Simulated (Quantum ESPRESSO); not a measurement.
Ir under changes of volume

One of the cells (14.059 Å³/atom); the others are scaled copies at fixed shape and fractional positions:

```
Ir
1.0
     0.00000    1.91560    1.91560
     1.91560    0.00000    1.91560
     1.91560    1.91560    0.00000
Ir
1
Direct
  0.00000 0.00000 0.00000
```

- Program: Quantum ESPRESSO 7.5
- Functional: r2SCAN
- Potentials or basis: SG15 PBE 1.2
- Cutoff: 925 eV
- Density cutoff: 3701 eV
- k mesh: 9 × 9 × 9
- Occupations: fermi-dirac, width 0.05 eV
- Spin: no spin polarisation

| volume (Å³/atom) | energy over the lowest point (meV/atom) | pressure (GPa) |
| --- | --- | --- |
| 13.215 | 85.90 | 31.6 |
| 13.496 | 40.12 | 20.8 |
| 13.778 | 12.15 | 11.3 |
| 14.059 | 0.00 | 2.8 |
| 14.340 | ? | ? |
| 14.621 | 16.24 | -11.4 |
| 14.902 | 41.64 | -17.3 |

Q: What does the run at 14.340 Å³/atom give?

A: Energy over the lowest point 1.89 meV/atom; pressure -4.8 GPa.

Worked out: A Birch-Murnaghan fit of order 3 (a polynomial in V^(-2/3)) to the other rows has its minimum at 14.16 Å³/atom with B0 = V·E''(V) = 386 GPa and B' = 5.0. It gives 1.91 meV/atom at 14.340 Å³/atom, against the run's 1.89, and -dE/dV = -4.8 GPa, against -4.8.

Energies are extrapolated to zero smearing.

Caveats: the potentials were made for another functional, which shifts forces and pressure.
